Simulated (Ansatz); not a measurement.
How Ge stores the work of compression

The calculation used Ansatz 0.2.0, DFT r2SCAN, scalar-relativistic, plane waves, PAW. Run with 500 eV cutoff, 12×12×6 k-mesh, Gaussian smearing of 0.01 eV, no spin polarisation.

Starting point, cell and atoms relaxed:

```xyz
4
Lattice="3.9956 0.0000 0.0000 -1.9978 3.4603 0.0000 0.0000 0.0000 6.6027" Properties=species:S:1:pos:R:3 pbc="T T T"
Ge    1.9978    1.1534    0.4158
Ge    0.0000    2.3069    3.7172
Ge    1.9978    1.1534    2.8855
Ge    0.0000    2.3069    6.1869
```

Cell and atoms were relaxed at each target pressure within the start's symmetry (P6_3/mmc), at zero temperature; other phases can be more stable under pressure. H = E + PV with P the target; E is the free energy at the smearing used, whose derivative the pressure is, per atom and counted from zero pressure.

| P (GPa) | V (Å³/atom) | E − E0 (meV) | H − H0 (meV) |
| --- | --- | --- | --- |
| 0 | 22.823 | 0.0 | 0.0 |
| 2 | 22.237 | 3.5 | 281.1 |
| 5 | 21.473 | 19.9 | 690.0 |
| 10 | 20.471 | 66.1 | 1343.9 |
| 20 | 19.002 | 200.8 | 2572.8 |
| 40 | 17.095 | 548.0 | 4816.0 |

**Question.** Thermodynamics gives dH/dP = V along a relaxed path. Integrate V over P by the trapezoid rule and compare with the computed enthalpies.

**Answer.** With 1 eV/Å³ = 160.22 GPa, each step adds the mean volume times ΔP / 160.22:
| P (GPa) | ∫V dP (meV) | H − H0 (meV) | difference (meV) |
| --- | --- | --- | --- |
| 2 | 281.2 | 281.1 | 0.2 |
| 5 | 690.5 | 690.0 | 0.5 |
| 10 | 1345.0 | 1343.9 | 1.1 |
| 20 | 2576.8 | 2572.8 | 4.0 |
| 40 | 4829.9 | 4816.0 | 13.8 |

V(P) curves upward, so the trapezoid rule runs high; integrating a smooth curve through the same points puts that excess at about 13.3 meV at 40 GPa, against the 13.8 meV found.

**Question.** At 40 GPa, how much of the enthalpy change is stored energy and how much is the PV term?

**Answer.** E rises by 548 meV/atom and PV is 40 × 17.095 / 160.22 = 4268 meV/atom, so PV makes 89 % of ΔH. So between rival structures at high pressure a small difference in volume can outweigh the difference in energy: 1 % of this volume is worth 42.7 meV/atom at this pressure.

**Question.** What bulk modulus do the lowest pressures give?

**Answer.** From the pressures that the runs reached, -1.98 GPa (23.524 Å³) and 1.96 GPa (22.237 Å³), B = −ΔP/Δln V = 3.94 / 0.0563 = 70 GPa, a mean over that range.

This form isn't the element's structure at ambient conditions.

Cost: 7 runs of about 5.1 core-minutes in all, on Intel Xeon 6975P-C (Granite Rapids) (shared hosts).

The enthalpy rises mainly through the PV term because the relaxed starting cell sits at an energy minimum: stored energy begins at second order in the compression, while PV is first order in pressure. The stored share therefore grows with pressure but is still small at 40 GPa. Volume falls ever more slowly per unit of pressure, as expected when shorter Ge–Ge contacts raise the kinetic energy and Pauli repulsion faster than bonding can repay.

The initial geometry is that of hexagonal diamond, an open sp³ network with the same local tetrahedral bonding as cubic Ge, so a bulk modulus of 70 GPa, similar to that of the cubic form, is reasonable. That openness is also its weakness under load: germanium is known to give up fourfold coordination for denser metallic packing, where the saving in PV pays for the lost directional bonds. The match between integrated volumes and enthalpies supports a smooth, internally consistent compression path, but it doesn't test whether the structure is dynamically stable along it.
